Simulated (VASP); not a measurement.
Set up this calculation in VASP 6.6.1, as the native input.

```yaml
Task: single point
Functional: LDA
Potentials_or_basis: VASP PAW LDA potentials, release 64 (K_sv, Cl)
Cutoff: 520 eV
k_mesh: 6 × 6 × 6
Occupations: gaussian, width 0.02 eV
Spin: no spin polarisation
Further_INCAR_settings: ALGO = Normal; EDIFF = 1e-07; NBANDS = 15
```

The structure of KCl lies in POSCAR:

```
KCl
1.0
    3.6340000000      0.0000000000      0.0000000000
    0.0000000000      3.6340000000      0.0000000000
    0.0000000000      0.0000000000      3.6340000000
K Cl
1 1
Direct
    0.0000000000      0.0000000000      0.0000000000
    0.5000000000      0.5000000000      0.5000000000
```

Measurements of this composition are mostly on another form, of space group No. 225.

These files were run (other wordings do the same):

INCAR

```
ALGO = Normal
EDIFF = 1E-7
ENCUT = 520
ISIF = 2
ISMEAR = 0
LASPH = True
LCHARG = False
LREAL = False
LWAVE = False
NBANDS = 15
NELM = 80
PREC = Accurate
SIGMA = 0.02
```

KPOINTS

```
k-points
0
Gamma
  6 6 6
```

Potentials or basis: VASP PAW LDA potentials, release 64 (K_sv, Cl).

Run with:

```sh
$ cat potpaw_LDA.64/K_sv/POTCAR potpaw_LDA.64/Cl/POTCAR > POTCAR
$ mpirun -np 1 vasp_std > vasp.out
```

Results of the run:

The pressure is 0.2 GPa and the band gap on the k mesh is 5.14 eV, indirect (least direct gap 5.38 eV).

Wall time 7 s on 1 thread of Intel(R) Xeon(R) Platinum 8488C (Sapphire Rapids), with other jobs on the host, peak memory 0.14 GiB.
